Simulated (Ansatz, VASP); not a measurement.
# V: VASP beside Ansatz

```
CELL_PARAMETERS angstrom
-1.49918 1.49918 1.49918
1.49918 -1.49918 1.49918
1.49918 1.49918 -1.49918
ATOMIC_POSITIONS crystal
V 0.00000 0.00000 0.00000
```

Alike in both runs: task single point; functional PBE; k mesh 12 × 12 × 12; occupations fermi-dirac, width 0.1 eV; no spin polarisation.

```csv
,VASP,Ansatz
version,VASP 6.6.1,Ansatz 0.2.0
potentials or method,"VASP PAW PBE potentials, release 64 (V_sv)","plane waves (420 eV) with PAW, scalar-relativistic"
plane-wave cutoff (eV),520,420
valence electrons in the cell,13,13
```

Ansatz gave:

- pressure (GPa): 0.0

Which values does VASP return?

Pressure (GPa): 0.2.

With one functional, cell and mesh, what is left measures potentials, basis and numerics.
